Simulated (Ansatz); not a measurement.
SiO2:

```xyz
12
Lattice="4.9756 0.0000 0.0000 0.0000 4.9756 0.0000 0.0000 0.0000 6.9009" Properties=species:S:1:pos:R:3 pbc="T T T"
Si    3.9966    3.9966    3.4504
Si    3.4668    1.5088    1.7252
Si    1.5088    3.4668    5.1757
Si    0.9790    0.9790    0.0000
O     3.7902    0.5492    2.9815
O     4.4263    1.1854    0.4690
O     0.5492    3.7902    3.9194
O     1.3024    1.9386    5.6446
O     1.1854    4.4263    6.4319
O     3.6732    3.0370    2.1942
O     1.9386    1.3024    1.2562
O     3.0370    3.6732    4.7067
```

The cell comes from a database or a generator and needn't be the stable form of this composition.

Base run:

| Property | Result |
| --- | --- |
| Program | Ansatz 0.2.0 |
| Functional | r2SCAN |
| Potentials or basis | Ansatz PAW |
| Cutoff | 500 eV |
| Density cutoff | 2000 eV |
| k mesh | 6 × 6 × 4 |
| Occupations | fixed |
| Spin | no spin polarisation |

Its results: band gap on the k mesh 6.35 eV, direct; pressure 0.1 GPa; largest force 0.033 eV/Å.

The run is repeated on the same cell with these changes: functional from r2SCAN to LDA; cutoff from 500 eV to 420 eV; density cutoff from 2000 eV to 1680 eV; level from r2scan to lda. What comes out?

Band gap on the k mesh 5.49 eV, direct; pressure -1.6 GPa; largest force 0.089 eV/Å.

Caveats: the PAW data sets come from PBE, with cores solved anew for the run's functional, which leaves a small shift of forces and pressure.

Not every run made on this cell is shown here.
